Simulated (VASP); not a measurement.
**ZnO: single point with PBEsol**

Crystal: ZnO.

```
CELL_PARAMETERS angstrom
3.25000 0.00000 0.00000
-1.62500 2.81458 0.00000
0.00000 0.00000 5.20500
ATOMIC_POSITIONS crystal
Zn 0.33333 0.66667 0.95588
Zn 0.66667 0.33333 0.45588
O 0.33333 0.66667 0.42612
O 0.66667 0.33333 0.92612
```

The cell was built by a generator and isn't the measured one.

The cell isn't the ideal one: polar distortion scaled by 0.25.

```yaml
Program: VASP 6.6.1
Task: single point
Functional: PBEsol
Potentials_or_basis: VASP PAW PBE potentials, release 64 (Zn, O)
Cutoff: 520 eV
k_mesh: 9 × 9 × 6
Occupations: gaussian, width 0.01 eV
Spin: no spin polarisation
Dipole_correction: no
Further_INCAR_settings: ALGO = Fast; EDIFF = 1e-07; NBANDS = 26
```

The pressure is 5.1 GPa, the largest force is 0.362 eV/Å and the band gap on the k mesh is 0.80 eV, direct.

Forces on the atoms (eV/Å):
```
Zn   0.000  0.000  0.362
Zn   0.000  0.000  0.362
O    0.000  0.000 -0.362
O    0.000  0.000 -0.362
```

Stress tensor (GPa, compression positive):
```
10.17  0.00  0.00
 0.00 10.17  0.00
 0.00  0.00 -4.98
```

Levels at points of the mesh, in eV from the valence-band top:
| k point | band 15 | band 16 | band 17 | band 18 | band 19 | band 20 | band 21 | band 22 |
| --- | --- | --- | --- | --- | --- | --- | --- | --- |
| (0.00, 0.00, 0.00) | -0.35 | -0.35 | 0.00 | 0.00 | 0.80 | 4.67 | 7.79 | 12.49 |
| (0.00, 0.00, 0.50) | -0.17 | -0.17 | -0.17 | -0.17 | 3.23 | 3.23 | 9.57 | 9.57 |

It took 34 s on 1 thread of AMD EPYC 9R45 (Zen 5), with other jobs on the host, peak memory 0.15 GiB.

Caveat: the PAW data sets were made with another functional, which shifts forces and pressure a little; an odd mesh through Γ misses points on the zone boundary, where band edges often lie.
